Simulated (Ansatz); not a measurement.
Crystal: SiNi.

```
Ni Si
1.0
     5.17310    0.00000    0.00000
     0.00000    3.33810    0.00000
     0.00000    0.00000    5.60490
Ni Si
4 4
Cartesian
  5.1328 2.5036 4.5539
  2.6268 0.8345 1.7514
  2.5463 2.5036 3.8535
  0.0403 0.8345 1.0510
  3.5111 0.8345 5.1425
  4.2486 2.5036 2.3400
  0.9245 0.8345 3.2649
  1.6620 2.5036 0.4624
```

* Program: Ansatz 0.2.0
* Task: relaxation of cell and atoms
* Functional: PBE
* Dispersion: D4
* Potentials or basis: Ansatz PAW
* Cutoff: 420 eV (not typed: the program's choice for these potentials)
* k mesh: 5 × 8 × 5
* Occupations: fermi-dirac, width 0.05 eV
* Spin: collinear spin, ferromagnetic start
* Starting moments: [1.0, 1.0, 1.0, 1.0, 0.0, 0.0, 0.0, 0.0] μB

At the start: volume 12.10 Å³/atom.

Problem. Where does the relaxation end?

Solution. It ends after 6 steps and the volume is 11.82 Å³/atom (-2.3 %); space group Pnma (No. 62, to 0.05 Å); moment 0.00 μB per cell.

The path:
```tsv
step	energy change (eV)	largest force (eV/Å)	volume (Å³)
1	0.0000	0.0699	96.79
2	-0.0329	0.0573	95.58
3	-0.0428	0.0364	94.39
4	-0.0432	0.0132	94.57
5	-0.0432	0.0019	94.59
6	-0.0426	0.0019	94.59
```

Final structure:
```cif
data_structure
_symmetry_space_group_name_H-M 'P 1'
_symmetry_Int_Tables_number 1
_cell_length_a 5.0756
_cell_length_b 3.3715
_cell_length_c 5.5273
_cell_angle_alpha 90.000
_cell_angle_beta 90.000
_cell_angle_gamma 90.000
_cell_volume 94.59
loop_
_atom_site_label
_atom_site_type_symbol
_atom_site_fract_x
_atom_site_fract_y
_atom_site_fract_z
_atom_site_occupancy
Ni1 Ni 0.99015 0.75000 0.81274 1
Ni2 Ni 0.50985 0.25000 0.31274 1
Ni3 Ni 0.49015 0.75000 0.68726 1
Ni4 Ni 0.00985 0.25000 0.18726 1
Si1 Si 0.67746 0.25000 0.91298 1
Si2 Si 0.82254 0.75000 0.41298 1
Si3 Si 0.17746 0.25000 0.58702 1
Si4 Si 0.32254 0.75000 0.08702 1
```

The cell as given is a measured one (12.10 Å³/atom); PBE+D4 puts the equilibrium volume -2.3 % from it, thermal expansion not counted.

Caveat: the plane-wave basis is chosen anew once the cell has moved, so the energies of steps on either side of that aren't comparable; pairwise dispersion overbinds metals, which lowers pressure and volume; the starting moments weren't kept.
